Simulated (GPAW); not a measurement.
Runs of GPAW 26.7.0 on AlN. Symmetry: F-43m, No. 216, cubic system. The conventional cell has a = 4.368 Å, b = 4.368 Å, c = 4.368 Å, α = 90.00°, β = 90.00°, γ = 90.00°. Al (site symmetry -43m) has 4 N at 1.89 Å as nearest neighbours. N (site symmetry -43m) is surrounded by 4 Al at 1.89 Å. Measurements of this composition are mostly on another form, of space group No. 186.

| task | level | potentials or basis | k mesh | cutoff (eV) | maxiter | band path | band points | convergence | grid spacing | gap on the mesh (eV) | V0 of scaled cells (Å³/atom) | B0 (GPa) |
| --- | --- | --- | --- | --- | --- | --- | --- | --- | --- | --- | --- | --- |
| band structure | PBE | GPAW PAW data sets (gpaw-data 1.2.1), fd | 10 × 10 × 10 | - | 150 | GXWKGLUWLK,UX | 80 | - | 0.2 Å | 3.36 | - | - |
| equation of state | optPBE-vdW | GPAW PAW data sets (gpaw-data 1.2.1), pw | 10 × 10 × 10 | 800 | 150 | - | - | - | - | - | 10.84 | (b) |
| equation of state | BP86+D3 | PAW data sets generated in the run's folder for this functional, pw | 10 × 10 × 10 | 800 | 150 | - | - | - | - | - | 10.48 | 209 |
| single point | PBE | GPAW PAW data sets (gpaw-data 1.2.1), pw | 8 × 8 × 8 | 600 | 120 | - | - | default | - | (a) | - | - |
| band structure | vdW-DF-cx | GPAW PAW data sets (gpaw-data 1.2.1), pw | 10 × 10 × 10 | 800 | 150 | GXWKGLUWLK,UX | 60 | - | - | 3.29 | - | - |

Alike in all rows: no spin polarisation; cell as given; smearing fermi-dirac 0.05 eV.

Problem. Estimate the missing entries.

Solution. (a) 3.31; (b) 190.

Caveats: the PAW data sets were made with another functional, which shifts forces and pressure a little (some runs); the cutoff is short for stress and forces, so pressures can be off by a GPa or more (some runs).

A k mesh can miss the band edges.
